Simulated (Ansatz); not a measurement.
Reaction (substitution at a C–C bond): `CCC(C)CO` + `[CH3][SnH]([NH2])[OH]` → `C[O][SnH]([CH3])[NH2]` + `CCCCO`

Isolated molecules relaxed with PBE0-D4/def2-TZVP in Ansatz; ΔE leaves out vibrations. CBS: MP2 limit from def2 TZ/QZ plus the TZ coupled-cluster correction, frozen cores. DFT in def2-TZVPP. B3LYP here is the variant with VWN-RPA as its local correlation; programs differ in this. def2 core potentials past Kr. For Sn outer-core shells are correlated without core-valence functions, which leaves a few kJ/mol of doubt a bond. One conformer a species, not always the lowest.

CCSD(T)/CBS gives +0.67 eV.

Question: Another level gave +0.60 eV. Which?
A. B3LYP/def2-TZVPP
B. PBE0/def2-TZVPP
C. ωB97M-V/def2-TZVPP
D. HF/def2-TZVPP

Answer: B. PBE0 0.60, ωB97M-V 0.65, HF/def2-TZVPP 0.47, B3LYP 0.52 eV.

Largest T1 diagnostic among the species: 0.012.

In def2-TZVPP, CCSD(T) changes the Hartree–Fock value by +0.18 eV (the triples alone add +0.02 eV) and MP2 by +0.25 eV. The D4 term adds +0.05 eV with B3LYP and +0.03 eV with PBE0; it sums over pairs of atoms, weighted by their polarisabilities, and B3LYP, whose exchange is more repulsive, gets the larger term.

CCSD(T)/CBS has its own doubt, a few kJ/mol and more with outer-core shells, so smaller differences from it don't rank the levels.
